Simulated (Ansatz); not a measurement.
The system is TaN.

```
CELL_PARAMETERS angstrom
3.05000 0.00000 0.00000
-1.52500 2.64138 0.00000
0.00000 0.00000 4.94000
ATOMIC_POSITIONS crystal
Ta 0.33333 0.66667 0.00000
Ta 0.66667 0.33333 0.50000
N 0.33333 0.66667 0.38500
N 0.66667 0.33333 0.88500
```

```yaml
Program: Ansatz 0.2.0
Task: relaxation of cell and atoms
Functional: r2SCAN
Potentials_or_basis: Ansatz PAW
Cutoff: "500 eV (not typed: the program's choice for these potentials)"
k_mesh: 10 × 10 × 6
Occupations: fermi-dirac, width 0.05 eV
Spin: no spin polarisation
Hubbard_terms: Ta d U = 5 eV
```

At the start: volume 9.95 Å³/atom.

Question: Where does the relaxation end?

Answer: It ends after 14 steps and the volume is 13.21 Å³/atom (+32.8 %); space group P6_3mc (No. 186, to 0.05 Å).

Step by step:
| step | energy change (eV) | largest force (eV/Å) | volume (Å³) |
| --- | --- | --- | --- |
| 1 | 0.0000 | 2.4022 | 39.80 |
| 2 | -3.5982 | 1.7659 | 45.55 |
| 3 | -4.9003 | 1.5767 | 49.28 |
| 4 | -5.5774 | 0.9329 | 51.85 |
| 5 | -5.9105 | 0.1483 | 53.23 |
| 6 | -6.0221 | 0.3976 | 53.16 |
| 7 | -6.0314 | 0.0155 | 52.77 |
| 8 | -6.0316 | 0.0066 | 52.72 |
| 9 | -6.0316 | 0.0048 | 52.69 |
| 10 | -6.0316 | 0.0002 | 52.71 |
| 11 | -6.0758 | 0.0030 | 52.71 |
| 12 | -6.0771 | 0.0033 | 52.83 |
| 13 | -6.0771 | 0.0003 | 52.84 |
| 14 | -6.0771 | 0.0001 | 52.84 |

Final structure:
```
CELL_PARAMETERS angstrom
3.14542 0.00000 0.00000
-1.57271 2.72401 0.00000
0.00000 0.00000 6.16651
ATOMIC_POSITIONS crystal
Ta 0.33333 0.66667 0.03214
Ta 0.66667 0.33333 0.53214
N 0.33333 0.66667 0.35286
N 0.66667 0.33333 0.85286
```

Caveat: the electronic state changed during the relaxation; the volume moved by over 15 % at a fixed basis, so the end points are rough; the plane-wave basis is chosen anew once the cell has moved, so the energies of steps on either side of that aren't comparable; the PAW data sets come from PBE, with cores solved anew for the run's functional, which leaves a small shift of forces and pressure.
